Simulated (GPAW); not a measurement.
The B K edge of atom 3 in BN (P6_3/mmc), with 3 N at 1.44 Å (trigonal planar, site symmetry -6m2), was computed in 2 ways: full core hole (charged cell) and no core hole. Program and functional: GPAW, LDA, Gaussian full width 0.9 eV up to 4 eV, rising linearly to 3.5 eV at 25 eV; cells of 4 and 16 atoms (the run without a hole in the smaller).

Each run is counted from its own lowest empty level or Fermi level and scaled to a mean of 1 over its first 20 eV.

| E (eV) | run 1 | run 2 |
| --- | --- | --- |
| -2.0 | 0.00 | 0.00 |
| -1.5 | 0.00 | 0.00 |
| -1.0 | 0.01 | 0.00 |
| -0.5 | 0.11 | 0.06 |
| 0.0 | 0.89 | 0.46 |
| 0.5 | 2.79 | 1.20 |
| 1.0 | 3.12 | 1.43 |
| 1.5 | 0.99 | 1.20 |
| 2.0 | 0.07 | 0.81 |
| 2.5 | 0.01 | 0.68 |
| 3.0 | 0.10 | 0.61 |
| 3.5 | 0.24 | 0.39 |
| 4.0 | 0.29 | 0.26 |
| 4.5 | 0.23 | 0.33 |
| 5.0 | 0.44 | 0.41 |
| 5.5 | 1.02 | 0.42 |
| 6.0 | 1.65 | 0.61 |
| 6.5 | 2.03 | 1.06 |
| 7.0 | 2.08 | 1.56 |
| 7.5 | 1.70 | 1.83 |
| 8.0 | 1.49 | 1.75 |
| 8.5 | 1.77 | 1.46 |
| 9.0 | 1.93 | 1.16 |
| 9.5 | 1.64 | 0.98 |
| 10.0 | 1.22 | 1.01 |
| 10.5 | 0.99 | 1.18 |
| 11.0 | 0.91 | 1.30 |
| 11.5 | 0.86 | 1.27 |
| 12.0 | 0.82 | 1.18 |
| 12.5 | 0.82 | 1.13 |
| 13.0 | 0.84 | 1.15 |
| 13.5 | 0.83 | 1.16 |
| 14.0 | 0.81 | 1.12 |
| 14.5 | 0.80 | 1.06 |
| 15.0 | 0.84 | 1.06 |
| 15.5 | 0.89 | 1.11 |
| 16.0 | 0.91 | 1.19 |
| 16.5 | 0.86 | 1.22 |
| 17.0 | 0.76 | 1.15 |
| 17.5 | 0.63 | 1.01 |
| 18.0 | 0.51 | 0.85 |
| 18.5 | 0.43 | 0.71 |
| 19.0 | 0.40 | 0.63 |
| 19.5 | 0.43 | 0.62 |
| 20.0 | 0.50 | 0.68 |
| 20.5 | 0.62 | 0.80 |
| 21.0 | 0.75 | 0.97 |
| 21.5 | 0.88 | 1.18 |
| 22.0 | 0.97 | 1.39 |
| 22.5 | 1.02 | 1.57 |
| 23.0 | 1.01 | 1.69 |
| 23.5 | 0.94 | 1.71 |
| 24.0 | 0.84 | 1.64 |
| 24.5 | 0.72 | 1.51 |
| 25.0 | 0.60 | 1.33 |
| 25.5 | 0.50 | 1.14 |
| 26.0 | 0.42 | 0.97 |
| 26.5 | 0.37 | 0.81 |
| 27.0 | 0.33 | 0.69 |
| 27.5 | 0.30 | 0.60 |
| 28.0 | 0.28 | 0.54 |
| 28.5 | 0.27 | 0.51 |
| 29.0 | 0.27 | 0.50 |
| 29.5 | 0.27 | 0.50 |

The database entry behind the starting cell differs from later determinations by our own check (about 0.3 % short, minor phase), so it need not match the best structure at ambient conditions.

Question: Which run is which?

Run 1: full core hole (charged cell) (area from −2 to 6 eV 5.5, main maxima 0.8 eV (3.42), 6.8 eV (2.12), 8.9 eV (1.94) and 22.6 eV (1.02)). Run 2: no core hole (area from −2 to 6 eV 4.3, main maxima 1.0 eV (1.43), 7.6 eV (1.84), 11.1 eV (1.31) and 23.4 eV (1.71)). With each curve scaled to its own mean, the area from −2 to 6 eV with the hole is 5.5 against 4.3, and the centre of weight from −1 to 20 eV moves by -1.5 eV: the hole pulls the absorber's empty states down.

[Hosts, paths, dates, database ids (printed as entryN), source tags and the programs' standing remarks are cut or masked in the printed files.]

[Lists of maxima count a maximum above −3 eV only where it reaches 4 % of the highest in the window and stands out from its surroundings by 2 % of it (1.5 % where it reaches 55 %); shoulders and weaker maxima are passed over, and of the rest the first, up to two pre-edge ones and the few strongest are named.]
